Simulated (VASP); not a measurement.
# I (Im-3m) in VASP: a series of runs

Aim: see how the results for I move with the level of theory and the settings. Levels: r2SCANh+D3(BJ), LDA, PBE, BLYP+D4. Tasks: band structure, density of states, RPA correlation energy.

Everything below comes from runs of VASP 6.6.1. Logs are shortened: lines on timing, memory, paths and dates and some standing lists are left out, and cuts for length are marked.

## Step 1: The structure

It takes space group Im-3m (No. 229, cubic). The conventional cell has a = 4.179 Å, b = 4.179 Å, c = 4.179 Å, α = 90.00°, β = 90.00°, γ = 90.00°. Around I (site symmetry m-3m) lie 8 I at 3.62 Å.

The real solid is made of molecules; this cell is a model form.

## Step 2: Band structure, r2SCANh+D3(BJ)

File POSCAR:

```
I
1.0
   -2.0893754423      2.0893754423      2.0893754423
    2.0893754423     -2.0893754423      2.0893754423
    2.0893754423      2.0893754423     -2.0893754423
I
1
Direct
    0.0000000000      0.0000000000      0.0000000000
```

File INCAR.step1:

```
SYSTEM = I
PREC = Accurate
ENCUT = 520
EDIFF = 1E-5
ISMEAR = -1
SIGMA = 0.05
LREAL = .FALSE.
LASPH = .TRUE.
NELM = 60
ALGO = Normal
ISIF = 2
LWAVE = .TRUE.
LCHARG = .FALSE.
GGA = PE
```

File INCAR.step2:

```
SYSTEM = I
PREC = Accurate
ENCUT = 520
EDIFF = 1E-7
ISMEAR = -1
SIGMA = 0.05
LREAL = .FALSE.
LASPH = .TRUE.
NELM = 60
ALGO = Normal
ISIF = 2
LWAVE = .FALSE.
LCHARG = .FALSE.
METAGGA = R2SCAN
LHFCALC = .TRUE.
AEXX = 0.1
LMIXTAU = .TRUE.
PRECFOCK = Normal
IVDW = 12
VDW_S6 = 1.0
VDW_S8 = 1.1236
VDW_A1 = 0.4709
VDW_A2 = 5.9157
ISTART = 1
```

File KPOINTS:

```
regular mesh
0
G
  5 5 5
  0 0 0
```

File KPOINTS_OPT:

```
path GHNGPH,PN
10
line-mode
reciprocal
 0.0000000000  0.0000000000  0.0000000000  G
 0.5000000000 -0.5000000000  0.5000000000  H

 0.5000000000 -0.5000000000  0.5000000000  H
 0.0000000000  0.0000000000  0.5000000000  N

 0.0000000000  0.0000000000  0.5000000000  N
 0.0000000000  0.0000000000  0.0000000000  G

 0.0000000000  0.0000000000  0.0000000000  G
 0.2500000000  0.2500000000  0.2500000000  P

 0.2500000000  0.2500000000  0.2500000000  P
 0.5000000000 -0.5000000000  0.5000000000  H

 0.2500000000  0.2500000000  0.2500000000  P
 0.0000000000  0.0000000000  0.5000000000  N
```

Potentials or basis: VASP PAW PBE potentials, release 64 (I).

Command:

```console
$ cat potpaw_PBE.64/I/POTCAR > POTCAR
$ cp INCAR.step1 INCAR
$ mpirun -np 1 vasp_std > vasp.out
$ cp INCAR.step2 INCAR
$ mpirun -np 1 vasp_std > vasp.out
```

OUTCAR:

```text
SYSTEM = I
   PREC = Accurate
   ENCUT = 520
   EDIFF = 1E-7
   ISMEAR = -1
   LREAL = .FALSE.
   LASPH = .TRUE.
   NELM = 60
   ISIF = 2
   METAGGA = R2SCAN
   LHFCALC = .TRUE.
   AEXX = 0.1
   PRECFOCK = Normal
   IVDW = 12
   ISTART = 1
 IVDW          = 12

 ion  position               nearest neighbor table
   1  0.000  0.000  0.000-

  LATTYP: Found a body centered cubic cell.
 ALAT       =     4.1787508846

  Lattice vectors:

 A1 = (  -2.0893754423,   2.0893754423,   2.0893754423)
 A2 = (   2.0893754423,  -2.0893754423,   2.0893754423)
 A3 = (   2.0893754423,   2.0893754423,  -2.0893754423)

Analysis of symmetry for initial positions (statically):
=====================================================================
 Subroutine PRICEL returns:
 Original cell was already a primitive cell.

 Routine SETGRP: Setting up the symmetry group for a
 body centered cubic supercell.

 Subroutine GETGRP returns: Found 48 space group operations
 (whereof 48 operations were pure point group operations)
 out of a pool of 48 trial point group operations.

The static configuration has the point symmetry O_h .

Analysis of symmetry for dynamics (positions and initial velocities):
=====================================================================
 Subroutine PRICEL returns:
 Original cell was already a primitive cell.

 Routine SETGRP: Setting up the symmetry group for a
 body centered cubic supercell.

 Subroutine GETGRP returns: Found 48 space group operations
 (whereof 48 operations were pure point group operations)
 out of a pool of 48 trial point group operations.

The dynamic configuration has the point symmetry O_h .

 Subroutine INISYM returns: Found 48 space group operations
 (whereof 48 operations are pure point group operations),
 and found     1 'primitive' translations

----------------------------------------------------------------------------------------

                                     Primitive cell

  volume of cell :      36.4846

  direct lattice vectors                    reciprocal lattice vectors
    -2.089375442  2.089375442  2.089375442     0.000000000  0.239305962  0.239305962
     2.089375442 -2.089375442  2.089375442     0.239305962  0.000000000  0.239305962
     2.089375442  2.089375442 -2.089375442     0.239305962  0.239305962  0.000000000

  length of vectors
     3.618904422  3.618904422  3.618904422     0.338429737  0.338429737  0.338429737

  position of ions in fractional coordinates (direct lattice)
     0.000000000  0.000000000  0.000000000

  ion indices of the primitive-cell ions
   primitive index   ion index
                 1           1

----------------------------------------------------------------------------------------

 KPOINTS: regular mesh

Automatic generation of k-mesh.
 Grid dimensions read from file:
 generate k-points for:    5    5    5

 Generating k-lattice:

  Cartesian coordinates                     Fractional coordinates (reciprocal lattice)
     0.000000000  0.047861192  0.047861192     0.200000000  0.000000000  0.000000000
     0.047861192  0.000000000  0.047861192     0.000000000  0.200000000  0.000000000
     0.047861192  0.047861192  0.000000000     0.000000000  0.000000000  0.200000000

  Length of vectors
     0.067685947  0.067685947  0.067685947

  Shift w.r.t. Gamma in fractional coordinates (k-lattice)
     0.000000000  0.000000000  0.000000000

 Subroutine IBZKPT returns following result:
 ===========================================

 Found     10 irreducible k-points:

 Following reciprocal coordinates:
            Coordinates               Weight
  0.000000  0.000000  0.000000      1.000000
  0.200000  0.000000  0.000000     12.000000
  0.400000  0.000000  0.000000     12.000000
  0.200000  0.200000  0.000000     24.000000
  0.400000  0.200000  0.000000     24.000000
  0.200000  0.200000  0.200000      8.000000
 -0.200000  0.200000  0.200000      6.000000
 -0.400000  0.400000  0.200000     24.000000
 -0.400000 -0.400000  0.200000      8.000000
 -0.400000  0.400000  0.400000      6.000000
   k-points           NKPTS =     10   k-points in BZ     NKDIM =    125   number of bands    NBANDS=      7
   number of dos      NEDOS =    301   number of ions     NIONS =      1
   total plane-waves  NPLWV =  21952
   dimension x,y,z NGX =    28 NGY =   28 NGZ =   28
   dimension x,y,z NGXF=    56 NGYF=   56 NGZF=   56
   ions per type =               1
   NGX,Y,Z   is equivalent  to a cutoff of  12.86, 12.86, 12.86 a.u.
   NGXF,Y,Z  is equivalent  to a cutoff of  25.73, 25.73, 25.73 a.u.
 SYSTEM =  I
   PREC   = accura    normal or accurate (medium, high low for compatibility)
   ISTART =      1    job   : 0-new  1-cont  2-samecut
   ICHARG =      0    charge: 1-file 2-atom 10-const
   ISPIN  =      1    spin polarized calculation?
   LNONCOLLINEAR =      F non collinear calculations
   LSORBIT =      F    spin-orbit coupling
   LASPH  =      T    aspherical Exc in radial PAW
   ENCUT  =  520.0 eV  38.22 Ry    6.18 a.u.   6.73  6.73  6.73*2*pi/ulx,y,z
   NELM   =     60;   NELMIN=  2; NELMDL=  0     # of ELM steps
   EDIFF  = 0.1E-06   stopping-criterion for ELM
   LREAL  =      F    real-space projection
   EDIFFG = 0.1E-05   stopping-criterion for IOM
   NSW    =      0    number of steps for IOM
   IBRION =     -1    ionic relax: 0-MD 1-quasi-New 2-CG
   NFREE  =      0    steps in history (QN), initial steepest desc. (CG)
   ISIF   =      2    stress and relaxation
   ISYM   =      3    0-nonsym 1-usesym 2-fastsym
   POTIM  = 0.5000    time-step for ionic-motion
   TEBEG  =    0.0;   TEEND  =   0.0 temperature during run
   PSTRESS=    0.0 pullay stress
   NELECT =       7.0000    total number of electrons
   NUPDOWN=      -1.0000    fix difference up-down
   EMIN   =  10.00;   EMAX   =-10.00  energy-range for DOS
   EFERMI =   0.00;   METHOD = LEGACY
   ISMEAR =    -1;   SIGMA  =   0.05  broadening in eV -4-tet -1-fermi 0-gaus
   EFERMI_NEDOS =   21; number of points for ismear=-14 and -15
   IALGO  =     38    algorithm
   IMIX   =      1    mixing-type and parameters
     AMIX     =   0.40;   BMIX     =  1.00
     AMIX_MAG =   1.60;   BMIX_MAG =  1.00
  volume/ion in A,a.u.               =      36.48       246.21
  Fermi-wavevector in a.u.,A,eV,Ry     =   0.944215  1.784308 12.130172  0.891543
  Thomas-Fermi vector in A             =   2.071998
   LORBIT       =      0    0 simple, 1 ext, 2 COOP (PROOUT), +10 PAW based schemes
   METAGGA = R2SCAN    functional components
   LHFCALC =     T    Hartree Fock is set to
   PRECFOCK=normal    Normal, Fast or Accurate (Low or Medium for compatibility)
   ENCUT4O =  -1.0   cutoff for four orbital integrals eV
   NKREDX  =     1    reduce k-point grid by
   NKREDY  =     1    reduce k-point grid by
   NKREDZ  =     1    reduce k-point grid by
   AEXX    =    0.1000 exact exchange contribution
   HFSCREEN=    0.0000 screening length (either q_TF or 0.3 A-1)
   HFSCREENC=   0.0000 screening length for correlation (either q_TF or 0.3 A-1)
   ENCUTFOCK=  -1.0 apply spherical cutoff to Coloumb kernel
   IVDW    =    12    specifies the selected vdW correction
   LEPSILON=     F    determine dielectric tensor
   LRPA    =     F    only Hartree local field effects (RPA)
 non-spin polarized calculation
  energy-cutoff  :      520.00
  volume of cell :       36.48
 maximum number of plane-waves:       992
  NGX = 24; NGY = 24; NGZ = 24

 number of electron       7.0000000 magnetization

 Free energy of the ion-electron system (eV)
  ---------------------------------------------------
  ext. energy  EPLUGINS =         0.00000000
  ---------------------------------------------------
  free energy    TOTEN  =       -22.09291381 eV

  energy without entropy =      -22.08906379  energy(sigma->0) =      -22.09098880

 E-fermi :   3.8007     XC(G=0):  -8.5183

 val. band max:        3.5687362904   @ k =   0.4000   0.2000   0.0000
 cond. band min:       3.9726451113   @ k =   0.2000   0.0000   0.0000
 fundamental gap:      0.4039088210
 Fermi energy:         3.8007446015

 k-point     1 :       0.0000    0.0000    0.0000
  band No.  band energies     occupation
      1     -10.6994      2.00000
      2       4.7334      0.00000
      3       4.7334      0.00000
      4       4.7334      0.00000
      5      11.8302      0.00000
      6      14.4987      0.00000
      7      14.4987      0.00000

 k-point     2 :       0.2000    0.0000    0.0000
  band No.  band energies     occupation
      1     -10.2629      2.00000
      2       2.1772      2.00000
      3       3.9726      0.06226
      4       4.6168      0.00000
      5      12.2006      0.00000
      6      13.1463      0.00000
      7      14.8318      0.00000

 k-point     3 :       0.4000    0.0000    0.0000
  band No.  band energies     occupation
      1      -9.3685      2.00000
      2      -0.6535      2.00000
      3       2.8139      2.00000
      4       4.3958      0.00001
      5      10.6507      0.00000
      6      11.9877      0.00000
      7      17.1428      0.00000

 k-point     4 :       0.2000    0.2000    0.0000
  band No.  band energies     occupation
      1      -9.5732      2.00000
      2       0.3183      2.00000
      3       2.4419      2.00000
      4       4.0106      0.02966
      5      11.9822      0.00000
      6      12.9808      0.00000
      7      15.3998      0.00000

 k-point     5 :       0.4000    0.2000    0.0000
  band No.  band energies     occupation
      1      -9.0433      2.00000
      2      -0.6516      2.00000
      3       1.3992      2.00000
      4       3.5687      1.98087
      5      11.5670      0.00000
      6      13.3308      0.00000
      7      16.0345      0.00000

 k-point     6 :       0.2000    0.2000    0.2000
  band No.  band energies     occupation
      1      -9.0766      2.00000
      2      -0.1217      2.00000
      3       1.7315      2.00000
      4       1.7315      2.00000
      5      14.2704      0.00000
      6      14.2704      0.00000
      7      15.9926      0.00000

 k-point     7 :      -0.2000    0.2000    0.2000
  band No.  band energies     occupation
      1      -9.8543      2.00000
      2       1.8431      2.00000
      3       2.9761      2.00000
      4       2.9761      2.00000
      5      12.1274      0.00000
      6      14.5331      0.00000
      7      14.7482      0.00000

 k-point     8 :      -0.4000    0.4000    0.2000
  band No.  band energies     occupation
      1      -9.0355      2.00000
      2      -0.2048      2.00000
      3       2.0063      2.00000
      4       2.7109      2.00000
      5      11.1849      0.00000
      6      13.5119      0.00000
      7      14.0746      0.00000

 k-point     9 :      -0.4000   -0.4000    0.2000
  band No.  band energies     occupation
      1      -8.6565      2.00000
      2       0.2664      2.00000
      3       0.2664      2.00000
      4       2.7032      2.00000
      5      11.4915      0.00000
      6      11.4915      0.00000
      7      13.7441      0.00000

 k-point    10 :      -0.4000    0.4000    0.4000
  band No.  band energies     occupation
      1      -8.4050      2.00000
      2       0.5883      2.00000
      3       1.0401      2.00000
      4       1.0401      2.00000
      5       9.4518      0.00000
      6      10.4621      0.00000
      7      18.4928      0.00000

------------------------ aborting loop because EDIFF is reached ----------------------------------------

 Edisp (eV)   -0.19477

 E8    (eV) :    -0.0839

  FORCE on cell =-STRESS in cart. coord.  units (eV):
  Direction    XX          YY          ZZ          XY          YZ          ZX
  --------------------------------------------------------------------------------------
  -------------------------------------------------------------------------------------
  Total      -0.56183    -0.56183    -0.56183    -0.00000     0.00000     0.00000
  in kB     -24.67226   -24.67226   -24.67226    -0.00000     0.00000     0.00000
  external pressure =      -24.67 kB  Pullay stress =        0.00 kB

 VOLUME and BASIS-vectors are now :
 -----------------------------------------------------------------------------
  energy-cutoff  :      520.00
  volume of cell :       36.48
      direct lattice vectors                 reciprocal lattice vectors
    -2.089375442  2.089375442  2.089375442     0.000000000  0.239305962  0.239305962
     2.089375442 -2.089375442  2.089375442     0.239305962  0.000000000  0.239305962
     2.089375442  2.089375442 -2.089375442     0.239305962  0.239305962  0.000000000

 POSITION                                       TOTAL-FORCE (eV/Angst)
 -----------------------------------------------------------------------------------
      0.00000      0.00000      0.00000        -0.000000      0.000000     -0.000000
 -----------------------------------------------------------------------------------
    total drift:                                0.000000     -0.000000      0.000000

  FREE ENERGIE OF THE ION-ELECTRON SYSTEM (eV)
  ---------------------------------------------------
  free  energy   TOTEN  =       -22.2876808793 eV

  energy  without entropy=      -22.2838308624  energy(sigma->0) =      -22.28575587
```

Wall time 6.8 min (1 thread of Intel Xeon 6975P-C (Granite Rapids), shared host); peak memory 0.2 GiB.

What came out:

- Free energy: -22.2877 eV
- Pressure: -2.5 GPa
- Dispersion energy per atom: -0.195 eV

Levels at the corners of the path, in eV from the Fermi level:
| point | band 1 | band 2 | band 3 | band 4 | band 5 | band 6 | band 7 |
| --- | --- | --- | --- | --- | --- | --- | --- |
| Γ | -14.50 | 0.93 | 0.93 | 0.93 | 8.03 | 10.70 | 10.70 |
| H | -11.83 | -2.90 | -2.90 | -2.90 | 5.31 | 5.31 | 17.64 |
| H | -11.83 | -2.90 | -2.90 | -2.90 | 5.31 | 5.31 | 17.67 |
| N | -12.88 | -4.81 | -1.03 | 0.54 | 6.63 | 8.03 | 14.12 |
| N | -12.88 | -4.81 | -1.03 | 0.54 | 6.63 | 8.03 | 14.14 |
| Γ | -14.50 | 0.93 | 0.93 | 0.93 | 8.03 | 10.70 | 10.70 |
| Γ | -14.50 | 0.93 | 0.93 | 0.93 | 8.03 | 10.70 | 10.70 |
| P | -12.65 | -2.84 | -2.84 | -2.84 | 11.70 | 11.70 | 11.70 |
| P | -12.65 | -2.84 | -2.84 | -2.84 | 11.70 | 11.70 | 11.70 |
| H | -11.83 | -2.90 | -2.90 | -2.90 | 5.31 | 5.31 | 17.65 |
| P | -12.65 | -2.84 | -2.84 | -2.84 | 11.70 | 11.70 | 11.70 |
| N | -12.88 | -4.81 | -1.03 | 0.54 | 6.63 | 8.03 | 14.12 |

Caveat: the k mesh is coarse (spacing up to 0.43 Å⁻¹), so the values aren't converged, least of all with exact exchange; an unscreened hybrid on a path of extra k points without a Coulomb cutoff has errors near the mesh points, so the bands along the path aren't reliable; the PAW data sets were made with another functional, which shifts forces and pressure a little; spin-orbit coupling is left out, which moves the levels of the heavy elements; an odd number of electrons without spin polarisation forces a metal; a magnetic or distorted state may lie lower; pairwise dispersion overbinds metals, which lowers pressure and volume.

## Step 3: Density of states, LDA

File POSCAR:

```
I
3.6189
   -0.577350974688      0.577350974688      0.577350974688
    0.577350974688     -0.577350974688      0.577350974688
    0.577350974688      0.577350974688     -0.577350974688
I
1
Direct
    0.0000000000      0.0000000000      0.0000000000
```

File INCAR.step1:

```
SYSTEM = I
PREC     = Accurate       ! precision mode
ENCUT    = 700            ! plane-wave cutoff, eV
EDIFF    = 1E-7           ! SCF threshold, eV
ISMEAR   = -5             ! smearing method
SIGMA    = 0.05           ! smearing width, eV
LREAL    = .FALSE.        ! projectors in reciprocal space
LASPH    = .TRUE.         ! aspherical terms in the spheres
NELM     = 100            ! most SCF steps
ALGO     = Fast           ! electronic algorithm
ISIF     = 2              ! what is computed and relaxed
LWAVE    = .FALSE.        ! write WAVECAR
LCHARG   = .TRUE.         ! write CHGCAR
GGA      = CA             ! functional
NBANDS   = 10             ! bands
```

File KPOINTS.step1:

```
regular mesh
0
G
  9 9 9
  0 0 0
```

File INCAR.step2:

```
SYSTEM = I
PREC     = Accurate       ! precision mode
ENCUT    = 700            ! plane-wave cutoff, eV
EDIFF    = 1E-7           ! SCF threshold, eV
ISMEAR   = -5             ! smearing method
SIGMA    = 0.05           ! smearing width, eV
LREAL    = .FALSE.        ! projectors in reciprocal space
LASPH    = .TRUE.         ! aspherical terms in the spheres
NELM     = 100            ! most SCF steps
ALGO     = Fast           ! electronic algorithm
ISIF     = 2              ! what is computed and relaxed
LWAVE    = .FALSE.        ! write WAVECAR
LCHARG   = .FALSE.        ! write CHGCAR
GGA      = CA             ! functional
LORBIT   = 10             ! projections on sites
NBANDS   = 10             ! bands
NEDOS    = 2001           ! points of the DOS
ICHARG   = 11             ! starting density
```

File KPOINTS.step2:

```
regular mesh
0
G
  14 14 14
  0 0 0
```

Potentials or basis: VASP PAW LDA potentials, release 64 (I).

Command:

```console
$ cat potpaw_LDA.64/I/POTCAR > POTCAR
$ cp INCAR.step1 INCAR
$ cp KPOINTS.step1 KPOINTS
$ mpirun -np 1 vasp_std > vasp.out
$ cp INCAR.step2 INCAR
$ cp KPOINTS.step2 KPOINTS
$ mpirun -np 1 vasp_std > vasp.out
```

Wall time 23 s (1 thread of Intel Xeon 6975P-C (Granite Rapids), shared host); peak memory 0.19 GiB.

The run converged. Its results:

- Valence electrons inside the program's atomic spheres: I 4.15

Levels at points of the mesh, in eV from the Fermi level:
| k point | band 2 | band 3 | band 4 | band 5 | band 6 | band 7 |
| --- | --- | --- | --- | --- | --- | --- |
| (0.00, 0.00, 0.00) | 0.80 | 0.80 | 0.80 | 6.62 | 9.78 | 9.78 |
| (0.50, 0.00, 0.00) | -4.33 | -0.77 | 0.49 | 5.65 | 7.18 | 12.66 |
| (0.50, 0.50, 0.50) | -2.52 | -2.52 | -2.52 | 4.46 | 4.46 | 15.92 |

States per cell in windows of 1 eV (zero at the Fermi level; states under -8 eV left out):
```tsv
from (eV)	total	I1_p	I1_d	I1_s
-8.0	0.00	0.00	0.00	0.00
-7.0	0.00	0.00	0.00	0.00
-6.0	0.00	0.00	0.00	0.00
-5.0	0.12	0.05	0.00	0.00
-4.0	1.30	0.57	0.00	0.02
-3.0	0.88	0.43	0.00	0.01
-2.0	1.24	0.66	0.01	0.01
-1.0	1.50	0.89	0.01	0.01
0.0	0.95	0.62	0.00	0.00
1.0	0.00	0.00	0.00	0.00
2.0	0.00	0.00	0.00	0.00
3.0	0.00	0.00	0.00	0.00
4.0	0.04	0.00	0.01	0.00
5.0	0.22	0.01	0.04	0.00
6.0	1.02	0.05	0.17	0.03
7.0	1.26	0.07	0.24	0.05
```

Caveat: an odd number of electrons without spin polarisation forces a metal; a magnetic or distorted state may lie lower; tetrahedron occupations give inexact forces and stress in metals. Spin-orbit coupling is left out, which matters for the levels of I.

[end of part 1 of 2]
